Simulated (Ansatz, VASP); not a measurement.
# CuAu: VASP beside Ansatz

```
Au Cu
1.0
     2.81075    0.00000    0.00000
     0.00000    2.81075    0.00000
     0.00000    0.00000    3.68500
Au Cu
1 1
Direct
  0.00000 0.00000 0.00000
  0.50000 0.50000 0.50000
```

Alike in both runs: functional PBEsol; k mesh 9 × 9 × 7; occupations fermi-dirac, width 0.05 eV; non-collinear spin, spin-orbit coupling.

|  | VASP | Ansatz |
| --- | --- | --- |
| version | VASP 6.6.1 | Ansatz 0.2.0 |
| potentials or method | VASP PAW PBE potentials, release 64 (Au, Cu) | Ansatz PAW |
| plane-wave cutoff (eV) | 520 | 420 |
| valence electrons in the cell | 22 | 38 |
| task | single point | band structure |

|  | VASP | Ansatz | Ansatz less VASP |
| --- | --- | --- | --- |
| gap on the k mesh at the Fermi level (eV) | none | none | - |
| pressure (GPa) | -4.7 | -4.9 | -0.24 |
| largest component of the traceless stress (GPa) | 0.05 | 0.05 | +0.001 |
| net moment per atom (μB) | 0.00 | 0.00 | 0.000 |

A gap of «none» marks a metal or a gap that the smearing closes. The two sets of potentials don't hold the same shells in valence.

Caveats: the PAW data sets were made with another functional, which shifts forces and pressure a little (VASP); the PAW data sets come from PBE, with cores solved anew for the run's functional, which leaves a small shift of forces and pressure (Ansatz).
